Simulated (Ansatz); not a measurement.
System: W (fcc type), 1 atom in the cell.

```
CELL_PARAMETERS angstrom
0.00000 2.02060 2.02060
2.02060 0.00000 2.02060
2.02060 2.02060 0.00000
ATOMIC_POSITIONS crystal
W 0.00000 0.00000 0.00000
```

Code and potentials: Ansatz all-electron LAPW. Settings of the plain PBE run: k-mesh 4×4×4 Γ-centred; Fermi–Dirac smearing of 0.15 eV; no spin polarisation; no spin–orbit coupling.

Plain PBE gives:

```
Pressure : -1.01 GPa
```

Q: What changes under PBE with spin–orbit coupling?

A: The pressure rises by 0.10 GPa to -0.91 GPa.

The k-mesh is coarse, so these values belong to this mesh and can lie far from the converged ones. This cubic structure is a model: it isn't the usual form of the substance at ambient conditions, and such phases are metastable or hypothetical.
